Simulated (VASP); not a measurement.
Input of a VASP 6.6.1 run:

The input INCAR:

```
ALGO = Fast
EDIFF = 1E-6
EDIFFG = -0.005
ENCUT = 600
GGA = PE
IBRION = 2
ISIF = 3
ISMEAR = 0
KPAR = 4
LASPH = True
LCHARG = False
LREAL = False
LWAVE = False
NELM = 120
NSW = 40
PREC = Accurate
SIGMA = 0.02
```

The input KPOINTS:

```
k-points
0
Gamma
  8 8 8
```

POSCAR

```
Mg2Si
1.0
    0.0000000000      3.1650000000      3.1650000000
    3.1650000000      0.0000000000      3.1650000000
    3.1650000000      3.1650000000      0.0000000000
Si Mg
1 2
Direct
    0.0000000000      0.0000000000      0.0000000000
    0.2500000000      0.2500000000      0.2500000000
    0.7500000000      0.7500000000      0.7500000000
```

Potentials or basis: VASP PAW PBE potentials, release 64 (Si, Mg).

Launch:

```sh
$ cat potpaw_PBE.64/Si/POTCAR potpaw_PBE.64/Mg/POTCAR > POTCAR
$ mpirun -np 4 vasp_std > vasp.out
```

Problem. What does it give for the relaxed volume?

Solution. 21.43 Å³/atom.

Problem. What does it give for the space group after relaxing (to 0.05 Å)?

Solution. Fm-3m (No. 225).

Step by step:
| step | energy change (eV) | largest force (eV/Å) | pressure (GPa) | volume (Å³) |
| --- | --- | --- | --- | --- |
| 1 | 0.0000 | 0.0000 | 0.81 | 63.41 |
| 2 | -0.0021 | 0.0000 | -0.08 | 64.39 |
| 3 | -0.0022 | 0.0000 | 0.00 | 64.30 |
